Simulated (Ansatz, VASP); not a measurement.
## ZrO2: VASP beside Ansatz

```
Zr O
1.0
     0.00000    2.55790    2.55790
     2.55790    0.00000    2.55790
     2.55790    2.55790    0.00000
Zr O
1 2
Direct
  0.00000 0.00000 0.00000
  0.25000 0.25000 0.25000
  0.75000 0.75000 0.75000
```

Alike in both runs: functional PBE; k mesh 8 × 8 × 8; occupations gaussian, width 0.02 eV; no spin polarisation.

Ansatz relaxed the structure, and its values are those at the end. VASP's run is a single point on that final structure, the one shown.

|  | VASP | Ansatz |
| --- | --- | --- |
| version | VASP 6.6.1 | Ansatz 0.2.0 |
| potentials or method | VASP PAW PBE potentials, release 64 (Zr_sv, O) | scalar-relativistic, plane waves, PAW |
| plane-wave cutoff (eV) | 520 | 420 |
| valence electrons in the cell | 24 | 24 |

```csv
,VASP,Ansatz,Ansatz less VASP
gap on the k mesh at the Fermi level (eV),3.31,3.32,+0.007
least direct gap on the mesh (eV),3.74,3.75,+0.005
pressure (GPa),0.3,0.0,-0.31
```

A k mesh can miss the band edges. PBE gaps usually lie below the measured ones, often by a third to a half.
